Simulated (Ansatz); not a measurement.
# Rh (diamond type): how the settings move a single-point run

Question: which choices in the input matter for Rh (diamond type)?

Computed with Ansatz 0.2.0 (reference: DFT, PBE, all-electron LAPW, scalar-relativistic, unless a step's input says otherwise).

2 further runs of the same task are left out: 2 that didn't finish.

### 1 The structure to begin with

It takes space group Fd-3m (No. 227, cubic). Conventional cell: a = 4.375 Å, b = 4.375 Å, c = 4.375 Å, α = 90.00°, β = 90.00°, γ = 90.00°. Around Rh (site symmetry -43m) lie 4 Rh at 1.89 Å.

As a file:

```
Rh
1.0
     0.00000    2.18763    2.18763
     2.18763    0.00000    2.18763
     2.18763    2.18763    0.00000
Rh
2
Direct
  0.87500 0.87500 0.87500
  0.12500 0.12500 0.12500
```

### 2 Baseline

input.yaml reads:

```yaml
crystal:
  lattice:
    - [0.0, 2.1876324483, 2.1876324483]
    - [2.1876324483, 0.0, 2.1876324483]
    - [2.1876324483, 2.1876324483, 0.0]
  atoms:
    - { symbol: Rh, position: [-0.125, -0.125, -0.125] }
    - { symbol: Rh, position: [0.125, 0.125, 0.125] }
kpoints:
  mp_grid: { grid: [13, 13, 13] }
  band_path:
    path:
      - [0.0, 0.0, 0.0]
      - [0.5, 0.0, 0.5]
      - [0.625, 0.25, 0.625]
      - [0.375, 0.375, 0.75]
      - [0.0, 0.0, 0.0]
      - [0.5, 0.5, 0.5]
      - [0.5, 0.25, 0.75]
      - [0.5, 0.0, 0.5]
    npoints: 8
scf:
  occupations: { method: fermi_dirac, width: 0.05 }
hamiltonian:
  xc: pbe
  pseudopotentials: { kind: all_electron, lapw: { basis_error: 0.001 } }
output:
  forces: true
  stress: true
  eigenvalues: true
  populations: true
  dos: { projected: true, de: 0.2, e_range: [-14, 8] }
```

Run with:

```console
> ansatz run input.yaml --threads 1 --pin off --max-ram 2048MiB --backend cpu --events-out ev --progress --plain --runs-dir out
```

### 3 Variant: occupations.method gaussian, occupations.width 0.005

input.yaml: that of step 2 with these lines changed.

```diff
@@ -22,3 +22,3 @@
 scf:
-  occupations: { method: fermi_dirac, width: 0.05 }
+  occupations: { method: gaussian, width: 0.005 }
 hamiltonian:
@@ -31,2 +31 @@
   populations: true
-  dos: { projected: true, de: 0.2, e_range: [-14, 8] }
```

Q: Predict the outcome of this session. Wanted: for each run, ending; energy change; pressure; gap; force.

As calculated:

```
                                                    run     ending        energy change  pressure (GPa)  gap (eV)  force (eV/Å)  cycles  time
                                              reference  converged                    0           474.5      0.00          0.00       8  46 s
1: occupations.method gaussian, occupations.width 0.005  converged  +0.9 meV/atom (σ→0)           474.6      0.00          0.00       6  42 s
```

Times don't compare one to one where runs were asked for different outputs or read a saved state (see the inputs); cycles may leave out searches for a lower state.

Residual by cycle in the longest SCF loop of each run; runs are numbered as in the table. The quantity is the density residual dr2, in eV.

```
cycle  reference    run 1
    1      0.133    0.137
    2     0.0458   0.0229
    3    0.00676  0.00558
    4     3.1e-4   6.9e-5
    5     7.9e-5   2.7e-7
    6     6.2e-6   5.5e-8
    7     1.5e-7        -
    8     1.3e-8        -
```

**Reading.** Changing the smearing moves the energy by +0.9 meV/atom (σ→0 values). The structure is not at rest: the sound run finds 474 GPa, so these are no properties of the relaxed crystal. 
